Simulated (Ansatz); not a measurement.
# AlNi: tests of the settings

An exercise on one series of results from a longer session: the logs are not shown, and one member is left open.

Computed with Ansatz 0.2.0 (DFT r2SCAN, scalar-relativistic, plane waves, PAW, unless a step's input says otherwise).

### The structure to begin with

It takes space group Cmmm (No. 65, orthorhombic). The conventional cell has a = 3.877 Å, b = 3.906 Å, c = 3.099 Å, α = 90.00°, β = 90.00°, γ = 90.00°. Around Al (site symmetry mmm) lie 8 Ni at 2.48 to 2.49 Å and 4 Al at 2.75 Å. Ni (site symmetry mmm) has 8 Al at 2.48 to 2.49 Å and 4 Ni at 2.75 Å as nearest neighbours.

Structure file:

```
Al Ni
1.0
     1.93869   -1.95319    0.00000
     1.93869    1.95319    0.00000
     0.00000    0.00000    3.09943
Al Ni
1 1
Direct
  0.00000 0.00000 0.00000
  0.50000 0.50000 0.50000
```

Source of the structure: the Materials Project (structure only). It is taken as it stands there.

### The base run, which the others are set against

Contents of input.yaml:

```yaml
crystal:
  lattice:
    - [1.938694, -1.95319015, 0.0]
    - [1.938694, 1.95319015, 0.0]
    - [0.0, 0.0, 3.0994300413]
  atoms:
    - { symbol: Al, position: [0.0, 0.0, 0.0] }
    - { symbol: Ni, position: [0.5, 0.5, 0.5] }
basis:
  ecutwfc: 500
kpoints:
  mp_grid: { grid: [16, 16, 14] }
hamiltonian:
  xc: r2scan
scf:
  occupations: { method: gaussian, width: 0.1 }
output:
  forces: true
  stress: true
  eigenvalues: true
  populations: true
```

It was run beforehand and gave: -3193.5034 eV/atom at zero smearing, pressure 0.56 GPa, largest force 0.000 eV/Å, no gap on the mesh, in 8 SCF cycles and 34 s.

The first run:

Contents of input.yaml:

```yaml
crystal:
  lattice:
    - [1.938694, -1.95319015, 0.0]
    - [1.938694, 1.95319015, 0.0]
    - [0.0, 0.0, 3.0994300413]
  atoms:
    - { symbol: Al, position: [0.0, 0.0, 0.0] }
    - { symbol: Ni, position: [0.5, 0.5, 0.5] }
basis:
  ecutwfc: 500
kpoints:
  mp_grid: { grid: [1, 1, 1] }
hamiltonian:
  xc: r2scan
scf:
  occupations: { method: gaussian, width: 0.1 }
output:
  forces: true
  stress: true
  eigenvalues: true
```

The run is started by

```sh
> ansatz run input.yaml --threads 1 --pin off --max-ram 2560MiB --backend cpu --events-out ev --progress --plain --runs-dir out
```

Among the steps run: K-point mesh set to 1×1×1; K-point mesh: 2×2×2; K-point mesh: 4×4×4; K-point mesh set to 8×8×6; K-point mesh: 8×8×8; K-point mesh set to 10×10×8; K-point mesh set to 10×10×10; K-point mesh set to 12×12×12; K-point mesh: 14×14×12; K-point mesh: 20×20×18; K-point mesh set to 26×26×22.

One table of the session follows, with a row left open; its other results are not shown here.

```
    mesh  ΔE (meV/atom)
   1×1×1            159
   2×2×2          -5.20
   4×4×4           5.60
   8×8×6              ?
   8×8×8           4.23
 10×10×8           1.82
10×10×10           2.06
12×12×12          -0.83
14×14×12          -1.18
16×16×14           0.46
20×20×18          -0.24
26×26×22           0.00
```

**Question.** Estimate the row for 8×8×6.

**Answer.** ΔE (meV/atom): 3.53. In the column «ΔE (meV/atom)» it lies between 10×10×10 (2.06) and 8×8×8 (4.23).

Limits of these values: The error changes sign along the series, since a k mesh isn't variational, and a metal needs dense meshes to resolve its Fermi surface. Spin polarisation is off in the runs that give these values; a magnetic solution could lie lower.
